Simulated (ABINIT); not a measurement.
# Si2Ni (Fm-3m) in ABINIT: equation of state

Aim: energy against volume of Si2Ni in PBE, for its equilibrium volume and stiffness.

Program: ABINIT 10.8.3 (patched build). These are calculated values, not measurements. Logs are shortened: lines on timing, memory, paths and dates and some standing lists are left out, and cuts for length are marked. The log counts tension as positive stress, the text compression.

### Step 1. Starting point

The structure is cubic, space group Fm-3m (No. 225). Conventional cell: a = 5.406 Å, b = 5.406 Å, c = 5.406 Å, α = 90.00°, β = 90.00°, γ = 90.00°. Around Ni (site symmetry m-3m) lie 8 Si at 2.34 Å. Around Si (site symmetry -43m) lie 4 Ni at 2.34 Å.

### Step 2. Equation of state, PBE, collinear spin, ferromagnetic start

File run.abi:

```
# Datasets: one volume each
ndtset 7
scalecart1 3*0.9795861087
scalecart2 3*0.9864848297
scalecart3 3*0.9932883884
scalecart4 3*1.0000000000
scalecart5 3*1.0066227096
scalecart6 3*1.0131594038
scalecart7 3*1.0196128224

# Pseudopotentials
pp_dirpath "./"
pseudos "Ni.GGA_PBE-JTH.xml, Si.GGA_PBE-JTH.xml"

# Structure
acell 3*1.0
rprim
     0.0000000000     5.1079297149     5.1079297149
     5.1079297149     0.0000000000     5.1079297149
     5.1079297149     5.1079297149     0.0000000000
ntypat 2
znucl 28 14
natom 3
typat 1 2 2
xred
     0.0000000000     0.0000000000     0.0000000000
     0.7500000000     0.7500000000     0.7500000000
     0.2500000000     0.2500000000     0.2500000000

# Plane-wave basis
ecut 41.0
pawecutdg 63.0
pawxcdev 0

# k points
kptopt 1
ngkpt 9 9 9
nshiftk 1
shiftk 0.0 0.0 0.0

# Exchange and correlation
ixc 11

# Bands and occupations
nband 18
occopt 3
tsmear 0.05 eV

# Spin
nsppol 2
spinat
     0.0000000000     0.0000000000     1.0000000000
     0.0000000000     0.0000000000     0.0000000000
     0.0000000000     0.0000000000     0.0000000000

# SCF cycle
nstep 100
tolvrs 1.0e-9

# Output
iomode 3
prtwf 0
prtden 0
prteig 0
prtebands 0
```

Potentials or basis: JTH PAW PBE v2.0.

The run is started by

```
mpirun --bind-to none -np 4 abinit run.abi > log 2>&1
```

run.abo:

```text
.Version 10.8.3 of ABINIT
 DATASET    1 : space group Fm -3 m (#225); Bravais cF (face-center cubic)
================================================================================
 Values of the parameters that define the memory need for DATASET  1.
     intxc =       0    ionmov =       0      iscf =      17    lmnmax =      18
     lnmax =       6     mgfft =      45  mpssoang =       3    mqgrid =    3001
     natom =       3  nloc_mem =       2    nspden =       2   nspinor =       1
    nsppol =       2      nsym =      48    n1xccc =       1    ntypat =       2
    occopt =       3   xclevel =       2
       mpw =        3157          nfft =       91125          nkpt =          35
Pmy_natom=         1
 PAW method is used; the additional fine FFT grid is defined by:
   mgfftf=        54    nfftf =    157464
================================================================================
================================================================================
[... 77 lines left out ...]
================================================================================
 Values of the parameters that define the memory need for DATASET  7.
     intxc =       0    ionmov =       0      iscf =      17    lmnmax =      18
     lnmax =       6     mgfft =      45  mpssoang =       3    mqgrid =    3001
     natom =       3  nloc_mem =       2    nspden =       2   nspinor =       1
    nsppol =       2      nsym =      48    n1xccc =       1    ntypat =       2
    occopt =       3   xclevel =       2
       mpw =        3563          nfft =       91125          nkpt =          35
Pmy_natom=         1
 PAW method is used; the additional fine FFT grid is defined by:
   mgfftf=        54    nfftf =    157464
================================================================================
================================================================================

--------------------------------------------------------------------------------
------------- Echo of variables that govern the present computation ------------
--------------------------------------------------------------------------------
 -outvars: echo values of preprocessed input variables --------
            acell      1.0000000000E+00  1.0000000000E+00  1.0000000000E+00 Bohr
              amu      5.86900000E+01  2.80855000E+01
             ecut      4.10000000E+01 Hartree
              ixc          11
           jdtset        1    2    3    4    5    6    7
         kptrlatt        9    0    0      0    9    0      0    0    9
          kptrlen1     6.36861562E+01
          kptrlen2     6.41346651E+01
          kptrlen3     6.45769871E+01
          kptrlen4     6.50133313E+01
          kptrlen5     6.54438957E+01
          kptrlen6     6.58688680E+01
          kptrlen7     6.62884262E+01
            natom           3
            nband          18
           ndtset           7
            ngfft          45      45      45
          ngfftdg          54      54      54
             nkpt          35
           nspden           2
           nsppol           2
            nstep         100
             nsym          48
           ntypat           2
           occopt           3
        pawecutdg      6.30000000E+01 Hartree
         pawxcdev           0
           prtden           0
        prtebands           0
           prteig           0
            prtwf           0
            rprim1     0.0000000000E+00  5.0036569929E+00  5.0036569929E+00
                       5.0036569929E+00  0.0000000000E+00  5.0036569929E+00
                       5.0036569929E+00  5.0036569929E+00  0.0000000000E+00
            rprim2     0.0000000000E+00  5.0388951749E+00  5.0388951749E+00
                       5.0388951749E+00  0.0000000000E+00  5.0388951749E+00
                       5.0388951749E+00  5.0388951749E+00  0.0000000000E+00
            rprim3     0.0000000000E+00  5.0736472746E+00  5.0736472746E+00
                       5.0736472746E+00  0.0000000000E+00  5.0736472746E+00
                       5.0736472746E+00  5.0736472746E+00  0.0000000000E+00
            rprim4     0.0000000000E+00  5.1079297149E+00  5.1079297149E+00
                       5.1079297149E+00  0.0000000000E+00  5.1079297149E+00
                       5.1079297149E+00  5.1079297149E+00  0.0000000000E+00
            rprim5     0.0000000000E+00  5.1417580501E+00  5.1417580501E+00
                       5.1417580501E+00  0.0000000000E+00  5.1417580501E+00
                       5.1417580501E+00  5.1417580501E+00  0.0000000000E+00
            rprim6     0.0000000000E+00  5.1751470246E+00  5.1751470246E+00
                       5.1751470246E+00  0.0000000000E+00  5.1751470246E+00
                       5.1751470246E+00  5.1751470246E+00  0.0000000000E+00
            rprim7     0.0000000000E+00  5.2081106332E+00  5.2081106332E+00
                       5.2081106332E+00  0.0000000000E+00  5.2081106332E+00
                       5.2081106332E+00  5.2081106332E+00  0.0000000000E+00
          spgroup         225
           spinat      0.0000000000E+00  0.0000000000E+00  1.0000000000E+00
                       0.0000000000E+00  0.0000000000E+00  0.0000000000E+00
                       0.0000000000E+00  0.0000000000E+00  0.0000000000E+00
           tolvrs      1.00000000E-09
           tsmear      1.83746611E-03 Hartree
            typat      1  2  2
           useylm           1
           xangst1     0.0000000000E+00  0.0000000000E+00  0.0000000000E+00
                       3.9717318751E+00  3.9717318751E+00  3.9717318751E+00
                       1.3239106250E+00  1.3239106250E+00  1.3239106250E+00
           xangst2     0.0000000000E+00  0.0000000000E+00  0.0000000000E+00
                       3.9997027393E+00  3.9997027393E+00  3.9997027393E+00
                       1.3332342464E+00  1.3332342464E+00  1.3332342464E+00
           xangst3     0.0000000000E+00  0.0000000000E+00  0.0000000000E+00
                       4.0272877681E+00  4.0272877681E+00  4.0272877681E+00
                       1.3424292560E+00  1.3424292560E+00  1.3424292560E+00
           xangst4     0.0000000000E+00  0.0000000000E+00  0.0000000000E+00
                       4.0544999973E+00  4.0544999973E+00  4.0544999973E+00
                       1.3514999991E+00  1.3514999991E+00  1.3514999991E+00
           xangst5     0.0000000000E+00  0.0000000000E+00  0.0000000000E+00
                       4.0813517733E+00  4.0813517733E+00  4.0813517733E+00
                       1.3604505911E+00  1.3604505911E+00  1.3604505911E+00
           xangst6     0.0000000000E+00  0.0000000000E+00  0.0000000000E+00
                       4.1078547999E+00  4.1078547999E+00  4.1078547999E+00
[... 10 lines left out ...]
            xcart3     0.0000000000E+00  0.0000000000E+00  0.0000000000E+00
                       7.6104709119E+00  7.6104709119E+00  7.6104709119E+00
                       2.5368236373E+00  2.5368236373E+00  2.5368236373E+00
            xcart4     0.0000000000E+00  0.0000000000E+00  0.0000000000E+00
                       7.6618945724E+00  7.6618945724E+00  7.6618945724E+00
                       2.5539648575E+00  2.5539648575E+00  2.5539648575E+00
            xcart5     0.0000000000E+00  0.0000000000E+00  0.0000000000E+00
                       7.7126370751E+00  7.7126370751E+00  7.7126370751E+00
                       2.5708790250E+00  2.5708790250E+00  2.5708790250E+00
            xcart6     0.0000000000E+00  0.0000000000E+00  0.0000000000E+00
                       7.7627205369E+00  7.7627205369E+00  7.7627205369E+00
                       2.5875735123E+00  2.5875735123E+00  2.5875735123E+00
            xcart7     0.0000000000E+00  0.0000000000E+00  0.0000000000E+00
                       7.8121659498E+00  7.8121659498E+00  7.8121659498E+00
                       2.6040553166E+00  2.6040553166E+00  2.6040553166E+00
             xred      0.0000000000E+00  0.0000000000E+00  0.0000000000E+00
                       7.5000000000E-01  7.5000000000E-01  7.5000000000E-01
                       2.5000000000E-01  2.5000000000E-01  2.5000000000E-01
            znucl       28.00000   14.00000

================================================================================

 chkinp: Checking input parameters for consistency, jdtset=   1.

 chkinp: Checking input parameters for consistency, jdtset=   2.
[... 40 lines left out ...]
 getcut: wavevector=  0.0000  0.0000  0.0000  ngfft=  54  54  54
         ecut(hartree)=     63.000   => boxcut(ratio)=   2.13651

--- Pseudopotential description ------------------------------------------------
- pspini: atom type   1  psp file is ./Ni.GGA_PBE-JTH.xml
 Pseudopotential format is: paw10
 basis_size (lnmax)=  6 (lmn_size= 18), orbitals=   0   0   1   1   2   2
 Spheres core radius: rc_sph= 1.81432190
 Shapefunction is SIN type: shapef(r)=[sin(pi*r/rshp)/(pi*r/rshp)]**2
 Radius for shape functions =  1.60094920
 Compensation charge density is not taken into account in XC energy/potential

- pspini: atom type   2  psp file is ./Si.GGA_PBE-JTH.xml
 Pseudopotential format is: paw10
 basis_size (lnmax)=  4 (lmn_size=  8), orbitals=   0   0   1   1
 Spheres core radius: rc_sph= 1.90944987
 Shapefunction is BESSEL type: shapef(r,l)=aa(1,l)*jl(q(1,l)*r)+aa(2,l)*jl(q(2,l)*r)
 Radius for shape functions =  1.60149249
 Compensation charge density is not taken into account in XC energy/potential

   8.17877019E+02                                ecore*ucvol(ha*bohr**3)
--------------------------------------------------------------------------------

================================================================================

--- !BeginCycle
iteration_state: {dtset: 1, }
solver: {iscf: 17, nstep: 100, nline: 4, wfoptalg: 10, }
tolerances: {tolvrs: 1.00E-09, }
...
[... 1564 lines left out ...]
-Cartesian components of stress tensor (GPa)         [Pressure= -4.2731E+00 GPa]
- sigma(1 1)=  4.27313533E+00  sigma(3 2)=  0.00000000E+00
- sigma(2 2)=  4.27313533E+00  sigma(3 1)=  0.00000000E+00
- sigma(3 3)=  4.27313533E+00  sigma(2 1)=  0.00000000E+00

== END DATASET(S) ==============================================================
================================================================================

 -outvars: echo values of variables after computation  --------
            acell      1.0000000000E+00  1.0000000000E+00  1.0000000000E+00 Bohr
           etotal1    -1.7887370645E+02
           etotal2    -1.7887609901E+02
           etotal3    -1.7887779321E+02
           etotal4    -1.7887885033E+02
           etotal5    -1.7887932787E+02
           etotal6    -1.7887927886E+02
           etotal7    -1.7887875183E+02
            fcart1     7.8828435516E-32 -7.8828435516E-32  8.7587150573E-33
                      -2.6276145172E-32  2.6276145172E-32  1.1386329575E-31
                      -5.2552290344E-32  5.2552290344E-32 -1.2262201080E-31
            fcart2    -6.9579706383E-32 -5.0158503208E-49  6.9579706383E-32
                       1.3915941277E-31  1.0031700642E-48 -1.3915941277E-31
                      -6.9579706383E-32 -5.0158503208E-49  6.9579706383E-32
            fcart3    -2.9368825189E-31  1.7275779523E-32 -8.6378897613E-32
                       1.7275779523E-32  3.2823981093E-31  3.2823981093E-31
                       2.7641247236E-31 -3.4551559045E-31 -2.4186091332E-31
            fcart4    -0.0000000000E+00 -0.0000000000E+00 -0.0000000000E+00
[... 52 lines left out ...]
           xangst3     0.0000000000E+00  0.0000000000E+00  0.0000000000E+00
                       4.0272877681E+00  4.0272877681E+00  4.0272877681E+00
                       1.3424292560E+00  1.3424292560E+00  1.3424292560E+00
           xangst4     0.0000000000E+00  0.0000000000E+00  0.0000000000E+00
                       4.0544999973E+00  4.0544999973E+00  4.0544999973E+00
                       1.3514999991E+00  1.3514999991E+00  1.3514999991E+00
           xangst5     0.0000000000E+00  0.0000000000E+00  0.0000000000E+00
                       4.0813517733E+00  4.0813517733E+00  4.0813517733E+00
                       1.3604505911E+00  1.3604505911E+00  1.3604505911E+00
           xangst6     0.0000000000E+00  0.0000000000E+00  0.0000000000E+00
                       4.1078547999E+00  4.1078547999E+00  4.1078547999E+00
                       1.3692849333E+00  1.3692849333E+00  1.3692849333E+00
           xangst7     0.0000000000E+00  0.0000000000E+00  0.0000000000E+00
                       4.1340201856E+00  4.1340201856E+00  4.1340201856E+00
                       1.3780067285E+00  1.3780067285E+00  1.3780067285E+00
             xred      0.0000000000E+00  0.0000000000E+00  0.0000000000E+00
                       7.5000000000E-01  7.5000000000E-01  7.5000000000E-01
                       2.5000000000E-01  2.5000000000E-01  2.5000000000E-01
 Calculation completed.
```

Wall time 13 min (4 MPI ranks of Arm Neoverse V1, shared host); peak memory 1 GiB.

Results:

| Quantity | Value |
| --- | --- |
| Equilibrium volume | 13.53 Å³/atom |
| Bulk modulus | 144 GPa |
| Pressure derivative of the bulk modulus | 3.8 |

Energy against volume, from the lowest point:
| volume (Å³/atom) | energy (meV/atom) |
| --- | --- |
| 12.376 | 50.99 |
| 12.639 | 29.29 |
| 12.902 | 13.92 |
| 13.166 | 4.33 |
| 13.429 | 0.00 |
| 13.692 | 0.44 |
| 13.956 | 5.23 |

Caveat: pressures at fixed basis lie under the slope of the energies. Zero-point motion and thermal expansion aren't in these numbers.
